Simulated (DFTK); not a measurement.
# ZrS2 (P-3m1) in DFTK: band structure with BJ06

Aim: the band structure of ZrS2 with BJ06.

Program: DFTK 0.8.2. These are calculated values, not measurements. Logs are shortened: lines on timing, memory, paths and dates and some standing lists are left out, and cuts for length are marked.

**What was measured.**

“Stress-Tuned Optical Transitions in Layered 1T-MX2 (M= Hf, Zr, Sn; X= S, Se) Crystals”, 2022, arxiv:2210.12074 quotes, for a bulk crystal of ZrS2: band gap 1.68 eV (indirect).

The runs below are set against these values where they give the same quantity.

## 1. The structure

The structure is trigonal, space group P-3m1 (No. 164). The conventional cell has a = 3.691 Å, b = 3.691 Å, c = 6.041 Å, α = 90.00°, β = 90.00°, γ = 120.00°. Zr (site symmetry -3m) has 6 S at 2.57 Å as nearest neighbours. S (site symmetry 3m) has 3 Zr at 2.57 Å as nearest neighbours.

The cell is a database's computed one.

## 2. Band structure, BJ06

The input, run.jl:

```julia
using DFTK
using PseudoPotentialData
using Unitful, UnitfulAtomic
using LinearAlgebra, Printf
include("save.jl")
disable_threading()

lines     = readlines("ZrS2.xyz")
cell_ang  = reshape(parse.(Float64, split(match(r"Lattice=\"([^\"]+)\"", lines[2])[1])), 3, 3)
lattice   = austrip(1u"Å") * cell_ang
symbols   = [Symbol(split(l)[1]) for l in lines[3:end]]
positions = [round.(cell_ang \ parse.(Float64, split(l)[2:4]); digits=9) for l in lines[3:end]]
pseudopotentials = Dict(:S => "S.upf", :Zr => "Zr.upf")
elements = Dict(s => ElementPsp(s, pseudopotentials; rcut=10.0) for s in unique(symbols))
atoms    = [elements[s] for s in symbols]

build_model(lattice, positions; symmetries=true) =
    model_DFT(lattice, atoms, positions;
              functionals=[:mgga_x_tb09, :lda_c_pw],
              temperature=austrip(0.05u"eV"),
              smearing=Smearing.FermiDirac(),
              symmetries)
Ecut  = 42.0  # hartree
kgrid = [5, 5, 3]
tol   = 1e-6
to_GPa = ustrip(uconvert(u"GPa", 1u"hartree/bohr^3"))

model = build_model(lattice, positions)
basis = PlaneWaveBasis(model; Ecut, kgrid)
display(basis)
scfres = self_consistent_field(basis;
                               tol,
                               nbandsalg=AdaptiveBands(model; n_bands_converge=17),
                               solver=ScfAndersonSolver())
display(scfres.energies)
@printf "Fermi level: %.6f eV\n" ustrip(auconvert(u"eV", something(scfres.εF, NaN)))
println("Levels at the first k-point (eV): ", round.(ustrip.(auconvert.(u"eV", scfres.eigenvalues[1][1:scfres.n_bands_converge])); digits=4))
save_scf!(scfres)

points = Dict("G" => [0.0, 0.0, 0.0], "A" => [0.0, 0.0, 0.5], "H" => [0.3333333333, 0.3333333333, 0.5], "K" => [0.3333333333, 0.3333333333, 0.0], "L" => [0.5, 0.0, 0.5], "M" => [0.5, 0.0, 0.0])
segments = [("G", "M", 6), ("M", "K", 4), ("K", "G", 7), ("G", "A", 3), ("A", "L", 6), ("L", "H", 4), ("H", "A", 7), ("L", "M", 3), ("K", "H", 3)]
kcoords = vcat([[points[a] + t * (points[b] - points[a]) for t in range(0, 1, n)] for (a, b, n) in segments]...)
bands = compute_bands(scfres, ExplicitKpoints(kcoords); n_bands=19, tol=1e-5)
for (k, ε) in zip(bands.basis.kpoints, bands.eigenvalues)
    @printf "%d %8.4f %8.4f %8.4f " k.spin k.coordinate...
    println(join([@sprintf("%9.4f", e) for e in ustrip.(auconvert.(u"eV", ε .- scfres.εF))]))
end
results["band_energies"] = rows(bands.eigenvalues); results["band_kpoints"] = rows(kcoords)
```

The input, ZrS2.xyz:

```xyz
3
Lattice="3.6913825498 0.0000000000 0.0000000000 -1.8456912749 3.1968310632 0.0000000000 0.0000000000 0.0000000000 6.0410770100" Properties=species:S:1:pos:R:3 pbc="T T T"
Zr     0.0000000000      0.0000000000      0.0000000000
S     -0.0000000002      2.1312207089      1.4372324502
S      1.8456912751      1.0656103543      4.6038445598
```

Potentials or basis: in-house norm-conserving set (r2SCAN, scalar relativistic).

Started as:

```bash
$ julia --threads=1 run.jl  # save.jl only writes the numbers to a file and isn't shown; printed stress counts tension as positive; times include loading and compiling
```

Output:

```text
[... set-up lines left out ...]
n     Energy            log10(ΔE)   log10(Δρ)   log10(Δτ)   Diag   Δtime
---   ---------------   ---------   ---------   ---------   ----   ------
  1   -58.61836295526                   -0.71        0.23   10.8    10.4s
  2   -58.61980493629       -2.84       -0.91       -0.30    4.7    6.72s
  3   -58.65614776593       -1.44       -1.46       -0.72    7.4    7.65s
  4   -58.66955346676       -1.87       -1.64       -1.52    5.0    6.35s
  5   -58.66787915133   +   -2.78       -1.97       -1.82    1.9    4.16s
  6   -58.66531025758   +   -2.59       -2.48       -2.12    2.3    4.83s
  7   -58.66397395835   +   -2.87       -3.05       -3.24    4.5    6.33s
  8   -58.66389428029   +   -4.10       -3.37       -3.47    3.5    4.87s
  9   -58.66375252019   +   -3.85       -4.03       -3.95    2.7    4.43s
 10   -58.66374210879   +   -4.98       -4.43       -4.11    5.1    5.90s
 11   -58.66373688713   +   -5.28       -4.94       -5.11    2.5    5.63s
 12   -58.66373540721   +   -5.83       -5.41       -5.25    3.9    5.34s
 13   -58.66373540503   +   -8.66       -6.06       -5.75    3.7    4.85s
Energy breakdown (in Ha):
    Kinetic             22.0145479
    AtomicLocal         -61.0122182
    AtomicNonlocal      10.7593409
    Ewald               -46.6085509
    PspCorrection       1.1006792
    Hartree             17.3800978
    Xc                  -2.2976321
    Entropy             -0.0000001

    total               -58.663735405030
Fermi level: 5.026720 eV
Levels at the first k-point (eV): [-43.7537, -22.2712, -22.1158, -22.1158, -7.8949, -6.4738, 0.3534, 1.6547, 1.6547, 4.4222, 4.4222, 4.4655, 6.0387, 6.0387, 6.93, 9.4543, 9.4543]
1   0.0000   0.0000   0.0000  -48.7804 -27.2980 -27.1425 -27.1425 -12.9217 -11.5005  -4.6734  -3.3721  -3.3721  -0.6045  -0.6045  -0.5612   1.0119   1.0119   1.9033   4.4276   4.4276   5.6162   5.8188
1   0.1000   0.0000   0.0000  -48.7786 -27.2925 -27.1679 -27.1479 -12.8194 -11.5308  -4.5382  -3.4598  -3.3090  -1.2327  -0.8880  -0.5128   1.1288   1.3510   2.0015   4.1373   4.3801   6.1968   6.3495
1   0.2000   0.0000   0.0000  -48.7738 -27.2784 -27.2335 -27.1621 -12.5438 -11.6058  -4.1763  -3.5753  -3.1629  -2.3779  -1.3323  -0.6444   1.0715   1.9168   2.3035   4.1098   4.3887   7.0075   7.5378
1   0.3000   0.0000   0.0000  -48.7679 -27.3149 -27.2591 -27.1795 -12.2015 -11.6693  -3.9432  -3.3964  -3.3165  -3.0483  -1.6064  -1.1800   0.8966   2.3277   2.6810   4.5950   4.6267   7.1918   8.1177
1   0.4000   0.0000   0.0000  -48.7630 -27.3782 -27.2447 -27.1935 -12.0109 -11.5991  -4.4510  -3.3224  -3.0360  -2.9207  -1.8481  -1.6690   0.7513   2.5653   2.9314   4.9511   5.1214   6.8471   7.4404
1   0.5000   0.0000   0.0000  -48.7612 -27.4022 -27.2391 -27.1989 -11.9917 -11.5073  -4.7246  -3.0514  -3.0087  -2.8848  -2.1442  -1.6614   0.6934   2.6554   2.9695   5.0954   5.4049   6.3813   7.5609
[... 35 lines left out ...]
1   0.3333   0.3333   0.2500  -48.7588 -27.3207 -27.3207 -27.2328 -11.6841 -11.6841  -3.8280  -3.8280  -3.6430  -2.3901  -2.3901  -2.0958   1.7056   2.5213   2.5213   4.6559   4.6559   7.6435   8.7706
1   0.3333   0.3333   0.5000  -48.7588 -27.3207 -27.3207 -27.2329 -11.6856 -11.6856  -3.8738  -3.8738  -3.4861  -2.3257  -2.2979  -2.2979   1.7468   2.4039   2.4039   4.9112   4.9112   7.8492   8.2519
```

Wall time 2.6 min (1 thread of Intel Xeon 6975P-C (Granite Rapids), shared host); peak memory 2.1 GiB.

Results:

| Property | Result |
| --- | --- |
| Band gap on the k mesh | 1.16 eV, indirect (least direct gap 1.57 eV) |
| Band gap along the path | 1.02 eV, indirect (least direct gap 1.57 eV) |

Levels at the corners of the path, in eV from the valence-band top:
```tsv
point	band 9	band 10	band 11	band 12	band 13	band 14	band 15	band 16
Γ	-2.86	-0.09	-0.09	-0.05	1.52	1.52	2.42	4.94
M	-2.50	-2.37	-1.63	-1.15	1.21	3.17	3.48	5.61
K	-3.25	-1.97	-1.97	-1.38	2.17	3.17	3.17	4.93
Γ	-2.86	-0.09	-0.09	-0.05	1.52	1.52	2.42	4.94
A	-2.83	-1.57	-0.19	-0.19	1.50	1.50	2.80	5.24
L	-2.65	-2.24	-0.95	-0.77	1.02	3.16	3.48	5.21
H	-2.97	-1.81	-1.79	-1.79	2.26	2.92	2.92	5.42
A	-2.83	-1.57	-0.19	-0.19	1.50	1.50	2.80	5.24
L	-2.65	-2.24	-0.95	-0.77	1.02	3.16	3.48	5.21
M	-2.50	-2.37	-1.63	-1.15	1.21	3.17	3.48	5.61
K	-3.25	-1.97	-1.97	-1.38	2.17	3.17	3.17	4.93
H	-2.97	-1.81	-1.79	-1.79	2.26	2.92	2.92	5.42
```

Caveat: the program leaves the constant c of mgga_x_tb09 at 1, so the potential is Becke-Johnson's (BJ06) and not Tran and Blaha's, with levels but no total energy; the program warned that the kinetic-energy density falls under its von Weizsäcker bound, which can give unphysical results; the potentials were made for another functional, which shifts forces and pressure; the mesh misses the band edges, which the band path finds closer together.

## 3. The reference run

An earlier run on the cell as given: functional PBEsol; potentials or basis dojo.nc.sr.pbesol.v0_4_1.standard.upf (PBEsol); cutoff 898 eV; k mesh 8 × 8 × 5; occupations fermi-dirac, width 0.05 eV; no spin polarisation.

* Pressure: -2.5 GPa
* Largest force: 0.143 eV/Å
* Band gap on the k mesh: 0.98 eV, indirect (least direct gap 1.58 eV)

## 4. How close it comes

Step 2. Against the measured gap of ZrS2, 1.68 eV (indirect; quoted in “Stress-Tuned Optical Transitions in Layered 1T-MX2 (M= Hf, Zr, Sn; X= S, Se) Crystals”, 2022, arxiv:2210.12074), the calculated 1.02 eV is off by -0.66 eV. Spin-orbit coupling on Zr is left out. The value is that of BJ06, without temperature or zero-point motion. The cell is a database's relaxed one, not the measured one, which moves gaps too.
